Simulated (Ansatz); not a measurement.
# Electron scattering at the Σ3 (112) boundary in bcc Nb with Cu (substitutional), part 2 of 2

Aim: the relaxed structure and the specific resistance of the Σ3 (112) boundary in bcc Nb with Cu (substitutional).

Ansatz 0.2.0; Ansatz plane-wave DFT, PBE, PAW files; relaxation of a bicrystal slab with its lowest layers held; PAW set soft_1 (the session's first sound run).

So far. Step 2 (Relaxing the bicrystal): The largest force component on a free atom ends at 0.019 eV/Å, under the tolerance of 0.03, after 5 steps.

**3. Transmission across the boundary**

Bulk layers of each grain are laid under and over the relaxed boundary, and a lead is named in the middle of each, away from the free faces. The mesh across the current, 22×14, is finer than the density's, because channels open and close sharply across the zone. Energies from -0.1 to 0.1 eV in steps of 0.05 eV are too few for the program's thermal sum, so it prints no conductance; for a metal the transmission near the Fermi level serves, at a fraction of the cost.

This step: Ansatz plane-wave DFT, PBE, PAW files; ballistic transport by layer matching (Landauer), zero bias; boundary relaxed in a short slab, bulk layers laid on; PAW set soft_1 (Ansatz 0.2.0).

System of this step: Σ3 (112) boundary in bcc Nb with Cu (substitutional). The cell holds 33 atoms: 32 Nb and 1 Cu. Its edges and angles: a = 2.863 Å, b = 4.676 Å, c = 51.088 Å, α = 90.0°, β = 90.0°, γ = 90.0°. It derives from Nb. Regions: lower grain, 13 atoms (13 Nb); boundary, 9 atoms (8 Nb and 1 Cu); upper grain, 11 atoms (11 Nb). Vacuum lies along c.

input.yaml reads:

```yaml
crystal:
  lattice:
    - [2.8633397925, 0.0, 0.0]
    - [0.0, 4.6758143013, 0.0]
    - [0.0, 0.0, 51.0877016163]
  atoms:
    - { symbol: Nb, position: [-5.6666666666, -8.4999999999, 0.0782967304] }
    - { symbol: Nb, position: [-5.3333333333, -7.9999999999, 0.1047177922] }
    - { symbol: Nb, position: [-5.0, -7.4999999999, 0.131138854] }
    - { symbol: Nb, position: [-4.6666666666, -6.9999999999, 0.1575599159] }
    - { symbol: Nb, position: [-4.3333333333, -6.4999999999, 0.1839809777] }
    - { symbol: Nb, position: [-4.0, -5.9999999999, 0.2104020395] }
    - { symbol: Nb, position: [-3.6666666666, -5.4999999999, 0.2368231013] }
    - { symbol: Nb, position: [-3.3333333333, -4.9999999999, 0.2632441632] }
    - { symbol: Nb, position: [-3.0, -4.4999999999, 0.289665225] }
    - { symbol: Nb, position: [-2.6666666666, -4.0, 0.3160862868] }
    - { symbol: Nb, position: [-2.3333333333, -3.5, 0.3425073486] }
    - { symbol: Nb, position: [-2.0, -3.0, 0.3689284104] }
    - { symbol: Nb, position: [-1.6666666666, -2.5, 0.3953494723] }
    - { symbol: Nb, position: [0.6666666667, 0.0, 0.4217705341] }
    - { symbol: Nb, position: [0.0067893759, 0.5, 0.4495454677] }
    - { symbol: Nb, position: [0.3311245693, 0.0, 0.4746830155] }
    - { symbol: Nb, position: [0.6528150442, 0.5, 0.5000218415] }
    - { symbol: Cu, position: [0.0126487204, 0.0, 0.5262882498] }
    - { symbol: Nb, position: [0.6522594275, 0.5, 0.5528532625] }
    - { symbol: Nb, position: [0.3338816784, 0.0, 0.5777462944] }
    - { symbol: Nb, position: [0.0155344188, 0.5, 0.6035063752] }
    - { symbol: Nb, position: [0.6714387919, 0.0, 0.6310715896] }
    - { symbol: Nb, position: [-1.6618945414, -2.5, 0.6574926514] }
    - { symbol: Nb, position: [-1.9952278748, -3.0, 0.6839137132] }
    - { symbol: Nb, position: [-2.3285612081, -3.5, 0.710334775] }
    - { symbol: Nb, position: [-2.6618945414, -4.0, 0.7367558368] }
    - { symbol: Nb, position: [-2.9952278748, -4.4999999999, 0.7631768987] }
    - { symbol: Nb, position: [-3.3285612081, -4.9999999999, 0.7895979605] }
    - { symbol: Nb, position: [-3.6618945414, -5.4999999999, 0.8160190223] }
    - { symbol: Nb, position: [-3.9952278748, -5.9999999999, 0.8424400841] }
    - { symbol: Nb, position: [-4.3285612081, -6.4999999999, 0.868861146] }
    - { symbol: Nb, position: [-4.6618945414, -6.9999999999, 0.8952822078] }
    - { symbol: Nb, position: [-4.9952278748, -7.4999999999, 0.9217032696] }
kpoints:
  mp_grid: { grid: [9, 6, 1] }
hamiltonian:
  xc: pbe
  pseudopotentials: { kind: paw, azcp: { folder: soft_1 } }
scf:
  occupations: { method: fermi_dirac, width: 0.1 }
output:
  transmission:
    leads: [[7, 8], [26, 27]]
    kmesh: [22, 14]
    e_range: [-0.1, 0.1]
    de: 0.05
  write_potential: true
  write_density: true
  volumetric_format: npy
  elf: true
```

On the command line:

```sh
> ansatz run input.yaml --threads 4 --pin off --max-ram 15360MiB --backend cpu --events-out ev --progress --plain --runs-dir out
```

Numbers of over 12 decimals in the logs are rounded to 6 here.

Log:

```text
[...]
Crystal: 33 atoms, lattice volume = 683.985 Å³
Basis set: ecut = 420 eV, 13389 PW (Γ)
Bands: 261, of which v1, the nominal top of the filled ones, is band 218 counted from 1 (217 counted from 0)
Symmetry: 2 space group operations
[...]
k-points: 20 of 54 (time reversal used)
[...]
SCF iter   1: F=—  HF=-152322.699813 eV  |F-HF|=—  |Δ(HF+E_count)|=         —  Δρ=2.37e-1  dr2=1.19e3  ethr=3.10e-3  ⟨swp⟩=7.8  Hψ=20221  notcnv=0
[...]
SCF iter  14: F=-152295.113945 eV  HF=-152295.113945 eV  |F-HF|=1.77e-8  |Δ(HF+E_count)|=   4.34e-8  Δρ=8.01e-7  dr2=2.14e-8  ethr=2.30e-11  ⟨swp⟩=18.4  Hψ=18817  notcnv=0
SCF 1 converged in 14 iterations: F = -152295.113945 eV  dr2 = 2.14e-8
[...]
transmission: 491 of 4896 steps passed
transmission: 981 of 4896 steps passed
[...]
transmission: 4896 of 4896 steps passed
WARN: The output density's exchange-correlation potential varies sharply where the density is thin. Do not read a vacuum level from v_tot or v_xc, or from such a field of the output density. On a cell that repeats whose density bears no net charge and no dipole along the vacuum's axis use v_es (v_loc + v_h of the components); under efield.dipole_correction with no amplitude use v_es + v_field, which holds any externa [...]
SCF converged after 14 iterations
Free energy (F): -152295.113945 eV
[...]
Internal energy: -152293.624476 eV  (E = F + TS)
E sigma→0 (E₀):  -152294.369210 eV
Entropy (-TS):   -1.489470 eV (-45.135 meV/atom)
Fermi energy:    14.877262 eV
[...]
--- Band table (eV; the first three rows and the last of 20) ---
  k-point 0: bands = [... 214 lower, 14.7365, 14.8089, 14.8109, 14.8681, 14.9481, 14.9771, 15.0052, 15.0270, ... 39 higher]
  k-point 1: bands = [... 214 lower, 14.9101, 14.9210, 14.9612, 14.9951, 15.0090, 15.0159, 15.0260, 15.0473, ... 39 higher]
  k-point 2: bands = [... 214 lower, 14.8205, 14.8368, 14.8673, 14.9806, 15.0180, 15.0645, 15.0680, 15.2039, ... 39 higher]
  k-point 19: bands = [... 214 lower, 14.9364, 15.0047, 15.1266, 15.1762, 15.2421, 15.2691, 15.3983, 15.4264, ... 39 higher]
--- Transmission ---
  basis      : 119 plane waves across, 51 finite elements along
  points     : 96, standing for a mesh of 22 x 14
  energies   : 5 from -0.100000 to 0.100000 eV about the Fermi level, 0.050000 eV apart; the leads are filled to 0.000000 eV, and channels, transmission and decay are at 0.000000 eV
  crystal 0  : Nb2, at the sites [7, 8], period 2.6996 Å, over 18.90 Å; its Hamiltonian steps by up to 11.3 meV
    offset         : up to 0.0000 Å between an atom of the period and one for which it stands
    channels       : 3.094156e0 a spin
    conductance    : none, the energies end too early or step too widely for 300 K: set another output.transmission.e_range or a lower de, or, where they end at an eighth of basis.ecutwfc, a higher one
[...]
channels       : 3.107143e0 a spin
[...]
junction   : crystal 0 to crystal 1, 14.12 to 36.96 Å
    transmission   : 1.388229e0 a spin
[...]
```

Elapsed: 6.2 min, on 4 threads of Intel Xeon Platinum 8488C (Sapphire Rapids), shared host; peak memory 5.8 GiB.

This step gave:

```
free energy                                    : -152295.1139 eV
energy at zero smearing                        : -152294.3692 eV
Fermi energy                                   : 14.88 eV
cell area                                      : 13.39 Å²
transmission per spin nearest the Fermi level  : 1.388
open channels per spin nearest the Fermi level : 3.094
open channels per spin, upper lead             : 3.107
step of the lead's potential                   : 11.3 meV
step of the upper lead's potential             : 9.8 meV
```

Per spin. The transmission, zone mean by energy, zero at the Fermi level:

```csv
energy (eV),"transmission, zone mean"
-0.1000,1.51
-0.0500,1.43
0.0000,1.39
0.0500,1.36
0.1000,1.28
```

Per spin. Table of open channels, zone mean by energy, zero at the Fermi level:

```
energy (eV)  lead  upper lead
    -0.1000  3.50        3.50
    -0.0500  3.28        3.28
     0.0000  3.09        3.11
     0.0500  3.01        3.01
     0.1000  2.87        2.87
```

Transmission over k1 and k2. At 0.0000 eV from the Fermi level.

Ten even steps from '_' (0.05) to '@' (2.70):
```
====++++====++**@@--======--@@**++====++++==
++++++**++----**%%====++====%%**----++**++++
********++__..++++##******##++++..__++******
@@@@%%**::....++**%%%%##%%%%**++....::**%%@@
**++++**::____****##########****____::**++++
----------__..++++++======++++++..__--------
------::::::..++**==------==**++..::::::----
----------__..++++++======++++++..__--------
**++++**::____****##########****____::**++++
@@@@%%**::....++**%%%%##%%%%**++....::**%%@@
********++__..++++##******##++++..__++******
++++++**++----**%%====++====%%**----++**++++
====++++====++**@@--======--@@**++====++++==
====++++++--####@@--======--@@####--++++++==
```
Columns: k1 (b1) from -0.5 to 0.455; rows upwards: k2 (b2) from -0.5 to 0.429.

Open channels over k1 and k2. At 0.0000 eV from the Fermi level.

Ten even steps from '0' (1.00) to '9' (5.00):
```
7777722772222277227777
5557725797777797527755
5555522759777957225555
7777200777999777002777
7755200777797777002557
2222200755555557002222
2222202755555557202222
2222200755555557002222
7755200777797777002557
7777200777999777002777
5555522759777957225555
5557725797777797527755
7777722772222277227777
7777722772222277227777
```
Columns: k1 (b1) from -0.5 to 0.455; rows upwards: k2 (b2) from -0.5 to 0.429.

ELF in the ca plane at fractional y = 0.000, with atoms of Nb and Cu within 0.2 Å of it. It is the smooth field of the valence electrons, not physical close to the nuclei.

Ten even steps from '0' (0.12) to '9' (0.73), each cell a mean:
```
97696113798203421113310241023211224204996222
49972227968713432112320000023212234238779511
13322327816922225520121000121035422249439513
21124415989721279971022111210389951138888314
22212411587321496594011001210783882224774124
36741232122232394495011000111882781332221231
89983144212352169983110120111599941343112430
94296132222133125631210592011146411321231221
```
Columns run along c (16.0 Å, from fractional 0.36 to 0.67 of the cell), rows up along a (2.9 Å). Atoms in or near the plane, at fractional coordinates: Nb at (0.37, 0.00), Nb at (0.42, 0.67), Nb at (0.47, 0.33), Cu at (0.53, 0.01), Nb at (0.58, 0.33), Nb at (0.63, 0.67).

Electrostatic potential energy in the ca plane at fractional y = 0.000, with atoms of Nb and Cu within 0.2 Å of it. With pseudopotentials it is smooth inside the atoms' cores, unlike the true potential.

Ten even steps from '0' (-60 eV) to '9' (17 eV), each cell a mean:
```
31026997544799999999996213799999999986446898
64358985201589999999998657999999999973103799
87789985100489987789999999999876789973002699
99999996212589853358999999999742368974113799
98899998655799730026999999998510148997556899
76578999888999730026999767998510048999889999
42137999999999852247996324799632368999999999
30026999888999986679995002699876789999888998
```
Columns run along c (16.0 Å, from fractional 0.36 to 0.67 of the cell; values clipped at the 3rd and 97th percentile), rows up along a (2.9 Å). Atoms in or near the plane, at fractional coordinates: Nb at (0.37, 0.00), Nb at (0.42, 0.67), Nb at (0.47, 0.33), Cu at (0.53, 0.01), Nb at (0.58, 0.33), Nb at (0.63, 0.67).

Valence density in the ca plane at fractional y = 0.000, with atoms of Nb and Cu within 0.2 Å of it. It is the smooth field of the valence electrons, not physical close to the nuclei.

Values in e/Å³, 5 rows by 16 columns, each cell a mean:
```
 4  2  1  3  1  0  0  0 10  4  0  0  0  1  3  0
 1  0  1  5  1  0  1  0  0  0  0  1  0  3  4  0
 0  0  1  3  1  2  4  0  0  0  1  4  1  1  3  0
 2  1  0  0  0  2  4  0  1  1  1  5  1  0  0  0
 4  2  0  0  0  1  2  0 24  8  0  2  0  0  0  0
```
Columns run along c (16.0 Å, from fractional 0.36 to 0.67 of the cell), rows up along a (2.9 Å). Atoms in or near the plane, at fractional coordinates: Nb at (0.37, 0.00), Nb at (0.42, 0.67), Nb at (0.47, 0.33), Cu at (0.53, 0.01), Nb at (0.58, 0.33), Nb at (0.63, 0.67).

Over the solved energies the transmission per spin lies between 1.28 and 1.51, out of 3.15 channels of the lead on average (up to 3.50).

**4. Specific resistance**

This step: Ansatz plane-wave DFT, PBE, PAW files; ballistic transport by layer matching (Landauer), zero bias; specific resistance of the boundary; PAW set soft_1 (Ansatz 0.2.0).

Numbers from this step:

```
area resistance                      : 0.6911 fΩ m²
T over the leads' mean channel count : 0.4423
```

Averaged over the energies near the Fermi level, 44.2 % of the channels pass, which makes 0.691 fΩ m².

By hand, with T and the leads' channels N averaged over the energies near the Fermi level: RA = A (h/2e²)(1/T − ½[1/N₁ + 1/N₂]) = 13.39×10⁻²⁰ m² × 12 906 Ω × (1/1.394 − ½[1/3.151 + 1/3.154]) = 0.691 fΩ m².

**5. Results**

| Quantity | Value |
| --- | --- |
| specific resistance of the boundary | 0.691 fΩ m² |
| share of channels that pass | 0.442 |

**Reading.** The boundary has a specific resistance of 0.69 fΩ m². The boundary reflects 56 % of the channels; 0.69 fΩ m² is 6.9×10⁻¹² Ω·cm². One Cu in 13.4 Å² of boundary is a high coverage. Each plane of this narrow cell holds one atom, so the solute fills a whole plane. One starting structure was relaxed; another shift or atom count at the boundary may lie lower.

[Logs are printed without paths, hosts, clocks, repeated set-up lines and the standing remarks that a program may print on its own settings, such as how far it seeks lower states.]

[Hosts, paths, dates, database ids (printed as entryN), source tags and the programs' standing remarks are cut or masked in the printed files.]
